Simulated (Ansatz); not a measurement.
**InAs: distorted cells**

Method: DFT PBE, scalar-relativistic, plane waves, PAW (Ansatz 0.2.0).

Cutoff 420 eV; k points 12×12×12 on the computed 2-atom cell (Γ-centred); Gaussian smearing, width 0.10 eV; no spin polarisation.

Reference cell:

```
CELL_PARAMETERS angstrom
0.00000 3.02400 3.02400
3.02400 0.00000 3.02400
3.02400 3.02400 0.00000
ATOMIC_POSITIONS crystal
In 0.00000 0.00000 0.00000
As 0.75000 0.75000 0.75000
```

Each variant moves atoms of this cell by the vectors given, if any (Å), and then applies a symmetric strain (tensor components, Cartesian axes). The reference cell isn't relaxed at this level. Energies are per atom at zero smearing, counted from the lowest variant. Pressure is positive in compression.

1. strain (xx yy zz yz xz xy, %) 1.91 1.91 1.91 0.00 0.00 0.00
2. strain (xx yy zz yz xz xy, %) 4.98 4.98 4.98 0.00 0.00 0.00
3. strain (xx yy zz yz xz xy, %) -0.66 -0.66 -0.66 0.00 0.00 0.00

```
result  ΔE (meV/atom) P (GPa)
     A           36.8     5.24
     B           24.7    -3.13
     C            0.0     0.56
```

Which variant gave which result?

A is 3, B is 2, C is 1. The pressure falls as the cell grows: from the smallest volume to the largest the variants are 3, 1, 2.